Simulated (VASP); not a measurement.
Here is a VASP 6.6.1 calculation.

The input INCAR:

```
SYSTEM = P
PREC = Accurate ; ENCUT = 520
EDIFF = 1E-7 ; ISMEAR = 0
SIGMA = 0.15 ; LREAL = .FALSE.
LASPH = .TRUE. ; NELM = 100
ALGO = Fast ; ISIF = 2
LWAVE = .FALSE. ; LCHARG = .TRUE.
GGA = PS ; LELF = .TRUE.
LVHAR = .TRUE. ; NBANDS = 8
```

The input KPOINTS:

```
regular mesh
0
G
  12 12 12
  0 0 0
```

POSCAR

```
P
1.0
    4.0592596145      0.0000000000      0.0000000000
    0.0000000000      4.0592596145      0.0000000000
    0.0000000000      0.0000000000      4.2685500000
P
1
Direct
    0.0000000000      0.0000000000      0.0000000000
```

Potentials or basis: VASP PAW PBE potentials, release 64 (P).

The run is started by

```sh
$ cat potpaw_PBE.64/P/POTCAR > POTCAR
$ mpirun -np 1 vasp_std > vasp.out
```

Problem. Estimate the pressure.

Solution. -5.1 GPa.

Problem. What does it give for the band gap on the k mesh?

Solution. None (metal or under the smearing width).

Stress tensor (GPa, compression positive):
```
-5.43  0.00  0.00
 0.00 -5.43  0.00
 0.00  0.00 -4.41
```

Caveat: the PAW data sets were made with another functional, which shifts forces and pressure a little.
